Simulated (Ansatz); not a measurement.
**CaSe: how the settings move a single-point run**

How sensitive is a single-point run of CaSe to its settings? A reference run comes first, then five runs with altered input.

Program: Ansatz 0.2.0. Level of theory: reference: DFT, HSE06, plane waves, PAW. These are calculated values, not measurements.

2 further runs of the same task are left out: 2 that didn't finish.

### 1 Starting point

Symmetry: Fm-3m, No. 225, cubic system. Conventional cell: a = 5.935 Å, b = 5.935 Å, c = 5.935 Å, α = 90.00°, β = 90.00°, γ = 90.00°. Around Ca (site symmetry m-3m) lie 6 Se at 2.97 Å. Around Se (site symmetry m-3m) lie 6 Ca at 2.97 Å.

As a file:

```
CELL_PARAMETERS angstrom
0.00000 2.96754 2.96754
2.96754 0.00000 2.96754
2.96754 2.96754 0.00000
ATOMIC_POSITIONS crystal
Ca 0.00000 0.00000 0.00000
Se 0.50000 0.50000 0.50000
```

### 2 The reference run

input.yaml

```yaml
crystal:
  lattice:
    - [0.0, 2.9675351129, 2.9675351129]
    - [2.9675351129, 0.0, 2.9675351129]
    - [2.9675351129, 2.9675351129, 0.0]
  atoms:
    - { symbol: Ca, position: [0.0, 0.0, 0.0] }
    - { symbol: Se, position: [0.5, 0.5, 0.5] }
kpoints:
  mp_grid: { grid: [4, 4, 4] }
hamiltonian:
  xc: hse06
scf:
  occupations: { method: fixed }
  n_extra_bands: 4
output:
  forces: true
  stress: true
  eigenvalues: true
```

Command:

```
ansatz run input.yaml --threads 4 --pin off --max-ram 3686MiB --backend cpu --events-out ev --progress --plain --runs-dir out
```

### 3 Changed: exchange pbe, correlation pbe, coeff 0.05, omega 0.3

Edit input.yaml of step 2 so:

```diff
@@ -11,3 +11,3 @@
 hamiltonian:
-  xc: hse06
+  xc: { exchange: pbe, correlation: pbe, exx: { coeff: 0.05, omega: 0.3 } }
 scf:
```

### 4 Variant: exchange pbe, correlation pbe, coeff 0.35, omega 0.5

Edit input.yaml of step 2 so:

```diff
@@ -11,3 +11,3 @@
 hamiltonian:
-  xc: hse06
+  xc: { exchange: pbe, correlation: pbe, exx: { coeff: 0.35, omega: 0.5 } }
 scf:
```

### 5 Changing settings: xc lc_wpbe

Edit input.yaml of step 2 so:

```diff
@@ -11,3 +11,3 @@
 hamiltonian:
-  xc: hse06
+  xc: lc_wpbe
 scf:
```

### 6 Changed: ecutfock_ratio 1

Edit input.yaml of step 2 so:

```diff
@@ -15,2 +15,3 @@
   n_extra_bands: 4
+  exx: { ecutfock_ratio: 1 }
 output:
```

### 7 Changed: dr2_threshold 1.0e-12

Edit input.yaml of step 2 so:

```diff
@@ -15,2 +15,4 @@
   n_extra_bands: 4
+  convergence: { dr2_threshold: 1.0e-12 }
+  max_iter: 89
 output:
```

**Question.** What will these runs give? Wanted: for each run, ending; energy change; pressure; gap; force.

**Answer**, as computed:

```
                                                    run     ending   energy change  pressure (GPa)  gap (eV)  force (eV/Å)  cycles   time
                                              reference  converged               0             0.3      3.00          0.00      13  3.2 s
1: exchange pbe, correlation pbe, coeff 0.05, omega 0.3  converged  not comparable             0.6      2.20          0.00       9  2.9 s
2: exchange pbe, correlation pbe, coeff 0.35, omega 0.5  converged  not comparable             0.4      2.72          0.00      14  3.4 s
                                          3: xc lc_wpbe  converged  not comparable            -0.3      7.69          0.00      15  4.8 s
                                    4: ecutfock_ratio 1  converged               -             0.3      3.00          0.00      13  2.8 s
                               5: dr2_threshold 1.0e-12  converged    0.0 meV/atom             0.3      3.00          0.00      18  3.4 s
```

Residual by cycle in the longest SCF loop of each run; runs are numbered as in the table. The quantity is the density residual dr2, in eV.

```
cycle  reference    run 1    run 2    run 3    run 4    run 5
    1     0.0162  0.00104   0.0179   0.0276   0.0162   6.7e-7
    2    0.00169   1.2e-4  0.00332   0.0161  0.00169   6.3e-8
    3     5.0e-4   1.5e-5   6.1e-4  0.00413   5.0e-4   1.6e-9
    4     8.2e-5   3.1e-6   1.9e-4  0.00131   8.2e-5  6.6e-10
    5     1.6e-5   4.0e-8   2.4e-5   3.8e-4   1.6e-5  2.1e-10
    6     1.6e-5        -   3.1e-6   5.5e-5   1.6e-5  1.8e-10
    7     2.1e-7        -        -        -   2.1e-7  1.7e-11
    8          -        -        -        -        -  5.7e-12
    9          -        -        -        -        -  2.3e-13
```

«dr2_threshold 1.0e-12» leaves the energy as it was.
